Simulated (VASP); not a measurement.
The system is Sb2Se3.

```xyz
10
Lattice="0.0000 5.4777 5.4777 5.4777 0.0000 5.4777 5.4777 5.4777 0.0000" Properties=species:S:1:pos:R:3 pbc="T T T"
Sb    4.0738    6.8816    4.0738
Sb    6.8816    6.8816    6.8816
Sb    6.8816    4.0738    4.0738
Sb    4.0738    4.0738    6.8816
Se    3.1623    5.4777    5.4777
Se    7.7931    5.4777    5.4777
Se    5.4777    5.4777    3.1623
Se    5.4777    5.4777    7.7931
Se    5.4777    7.7931    5.4777
Se    5.4777    3.1623    5.4777
```

The cell was built by a generator and needn't be a form met in nature.

| Item | Value |
| --- | --- |
| Program | VASP 6.6.1 |
| Task | relaxation of cell and atoms |
| Functional | PBE |
| Potentials or basis | VASP PAW PBE potentials, release 64 (Sb, Se) |
| Cutoff | 520 eV |
| k mesh | 2 × 2 × 2 |
| Occupations | gaussian, width 0.15 eV |
| Spin | no spin polarisation |

At the start: pressure 39.6 GPa; volume 32.87 Å³/atom.

**Question.** How do energy, volume and symmetry change on relaxing?

**Answer.** Over 14 steps the energy falls by 1948.6 meV/atom and the volume is 44.84 Å³/atom (+36.4 %); space group F-43m (No. 216, to 0.05 Å).

The path:
```csv
step,energy change (eV),largest force (eV/Å),pressure (GPa),volume (Å³)
1,0.0000,10.0620,39.62,328.72
2,-0.5693,1.3816,-3.94,887.03
3,-5.0213,2.1388,-4.88,761.31
4,-9.4542,2.8494,-5.44,659.16
5,-17.1134,2.9856,-2.55,474.95
6,-16.6626,2.7809,5.44,400.75
7,-17.5034,2.5829,-0.50,447.33
8,-17.5230,2.4525,0.04,440.47
9,-18.7616,1.6987,-0.31,447.17
10,-19.4030,0.6991,-0.68,454.55
11,-19.4489,0.3879,-0.76,456.98
12,-19.4490,0.3374,-0.78,457.31
13,-19.4624,0.2643,0.83,441.54
14,-19.4860,0.0780,0.07,448.39
```

Final structure:
```cif
data_structure
_symmetry_space_group_name_H-M 'P 1'
_symmetry_Int_Tables_number 1
_cell_length_a 8.5913
_cell_length_b 8.5913
_cell_length_c 8.5913
_cell_angle_alpha 60.000
_cell_angle_beta 60.000
_cell_angle_gamma 60.000
_cell_volume 448.39
loop_
_atom_site_label
_atom_site_type_symbol
_atom_site_fract_x
_atom_site_fract_y
_atom_site_fract_z
_atom_site_occupancy
Sb1 Sb 0.62661 0.12018 0.62661 1
Sb2 Sb 0.62661 0.62661 0.62661 1
Sb3 Sb 0.12018 0.62661 0.62661 1
Sb4 Sb 0.62661 0.62661 0.12018 1
Se1 Se 0.74327 0.25673 0.25673 1
Se2 Se 0.25673 0.74327 0.74327 1
Se3 Se 0.25673 0.25673 0.74327 1
Se4 Se 0.74327 0.74327 0.25673 1
Se5 Se 0.74327 0.25673 0.74327 1
Se6 Se 0.25673 0.74327 0.25673 1
```

Caveat: the k mesh is coarse (spacing up to 0.50 Å⁻¹), so the values aren't converged; the volume moved by over 15 % at a fixed basis, so the end points are rough.
